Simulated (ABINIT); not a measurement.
Crystal: SnTe.

```
CELL_PARAMETERS angstrom
0.00000 3.15085 3.15085
3.15085 0.00000 3.15085
3.15085 3.15085 0.00000
ATOMIC_POSITIONS crystal
Te 0.50000 0.50000 0.50000
Sn 0.00000 0.00000 0.00000
```

Base run:

* Program: ABINIT 10.8.3 (patched build)
* Functional: SCAN
* Potentials or basis: JTH PAW PBE v2.0
* Cutoff: 707 eV
* k mesh: 7 × 7 × 7
* Occupations: fermi-dirac, width 0.05 eV
* Spin: no spin polarisation

Its results: pressure 0.5 GPa.

**Question.** The run is repeated on the same cell with these changes: functional from SCAN to WC. What comes out?

**Answer.** Pressure -0.5 GPa.

Caveats: the PAW data sets were made with another functional, which shifts forces and pressure a little.
